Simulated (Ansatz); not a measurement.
# Si: the cost of one run

Program: Ansatz 0.2 development build. Level of theory: DFT, PBE, norm-conserving potentials, task gw. These are calculated values, not measurements.

## 1. The structure to begin with

It takes space group P1 (No. 1, triclinic). Conventional cell: a = 5.437 Å, b = 5.437 Å, c = 10.874 Å, α = 90.00°, β = 90.00°, γ = 90.00°. Si (site symmetry 1) has 4 Si at 2.30 to 2.38 Å as nearest neighbours. Si (site symmetry 1) has 4 Si at 2.36 to 2.44 Å as nearest neighbours. Around Si (site symmetry 1) lie 4 Si at 2.32 to 2.39 Å. Si (site symmetry 1) has 4 Si at 2.32 to 2.38 Å as nearest neighbours. Si (site symmetry 1) is surrounded by 4 Si at 2.35 to 2.38 Å. Si (site symmetry 1) has 4 Si at 2.31 to 2.35 Å as nearest neighbours. Around Si (site symmetry 1) lie 4 Si at 2.32 to 2.44 Å. Only part of the 16 independent sites is listed.

Cell or atoms stand a little off a more symmetric structure (Fd-3m at a tolerance of 0.3 Å), so results at this geometry aren't those of that ideal crystal.

As a file:

```xyz
16
Lattice="5.4370 0.0000 0.0000 0.0000 5.4370 0.0000 0.0000 0.0000 10.8740" Properties=species:S:1:pos:R:3 pbc="T T T"
Si    5.3996    5.4118   10.8405
Si    1.3250    1.3288    1.3742
Si    5.4233    2.7261    2.7510
Si    1.3308    4.0427    4.1148
Si    2.7059    5.4273    2.7484
Si    4.0711    1.3681    4.0704
Si    2.7376    2.7419   10.8422
Si    4.0393    4.0729    1.3508
Si    0.0210    0.0320    5.4142
Si    1.3389    1.3531    6.8010
Si    0.0322    2.7502    8.1356
Si    1.3246    4.0804    9.5509
Si    2.6919    5.4001    8.1425
Si    4.0767    1.3393    9.5126
Si    2.7356    2.6845    5.4153
Si    4.0392    4.0873    6.7726
```

## 2. The calculation

File input.yaml:

```yaml
crystal:
  lattice:
    - [5.437, 0, 0]
    - [0, 5.437, 0]
    - [0, 0, 10.874]
  atoms:
    - { symbol: Si, position: [0.9931259, 0.9953702, 0.9969164] }
    - { symbol: Si, position: [0.2437082, 0.2444077, 0.1263761] }
    - { symbol: Si, position: [0.9974849, 0.5013988, 0.252991] }
    - { symbol: Si, position: [0.2447682, 0.7435444, 0.3784051] }
    - { symbol: Si, position: [0.497679, 0.9982175, 0.2527472] }
    - { symbol: Si, position: [0.7487787, 0.2516221, 0.3743199] }
    - { symbol: Si, position: [0.5035134, 0.5043014, 0.9970731] }
    - { symbol: Si, position: [0.7429331, 0.74911, 0.1242199] }
    - { symbol: Si, position: [0.0038626, 0.0058898, 0.4979048] }
    - { symbol: Si, position: [0.2462481, 0.2488723, 0.6254377] }
    - { symbol: Si, position: [0.0059314, 0.5058321, 0.7481705] }
    - { symbol: Si, position: [0.2436264, 0.7504846, 0.878325] }
    - { symbol: Si, position: [0.4951048, 0.9932045, 0.748803] }
    - { symbol: Si, position: [0.7498103, 0.2463336, 0.8747978] }
    - { symbol: Si, position: [0.5031361, 0.4937409, 0.4980068] }
    - { symbol: Si, position: [0.7429028, 0.7517607, 0.6228235] }
basis:
  ecutwfc: "250 eV"
  precision: f64
  ecutrho_ratio: 4
kpoints:
  mp_grid: { grid: [3, 3, 2], shift: [0, 0, 0] }
hamiltonian:
  xc: pbe
  pseudopotentials: { kind: nc, accuracy: standard }
scf:
  occupations: { method: fixed }
  convergence: { dr2_threshold: "1e-8 eV" }
gw:
  n_bands: 160
  ecut_chi: "130 eV"
  qp_bands: [v1, c1]
  screening: { model: contour_deformation }
  qp_kpoints: band_edges
```

Command:

```sh
> ansatz run input.yaml --threads 32 --backend cpu --pin auto --events-out ev
```

**Question.** How long does this run take on 32 threads of Arm Neoverse V2 (Grace), shared host, and how much memory does it need?

About 2.3 min, with a peak of 7.4 GiB.
